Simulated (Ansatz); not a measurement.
**Is this CaO structure stable?**

It was reached by relaxing an invented guess, and it needn't be the stable form of this composition.

Theory: DFT PBE, scalar-relativistic, plane waves, PAW (Ansatz). Cutoff 420 eV, Γ-centred 8×8×8 mesh (8-atom cell), Gaussian smearing of 0.02 eV, no spin polarisation.

Space group I4/mcm (No. 140). a = 7.939 Å, b = 7.939 Å, c = 4.771 Å, α = 90.00°, β = 90.00°, γ = 90.00°
```tsv
atom	site	symmetry	x	y	z
Ca	8h	m.2m	0.1477	0.6477	0.5000
O	8h	m.2m	0.1466	0.3534	0.5000
```

The zero of energy is the elements' standard structures at the same level (O₂ as a molecule); no fitted shifts are applied.

Problem. These tests were run: energy against the elements; elastic tensor. What do they show?

Solution.

```json
{"test": "energy against the elements", "result": "−2.826 eV/atom"}
{"test": "elastic tensor", "result": "least eigenvalue 8 GPa"}
```

It fails none of these tests. Other phases of the system weren't compared here, so this isn't yet thermodynamic stability. Phonons away from Γ weren't computed.

The run for the elastic tensor used an 8×8×8 k mesh. Another cell of CaO relaxed alike, in Fm-3m, lies 120 meV/atom lower, so this cell isn't the stable form at this level.
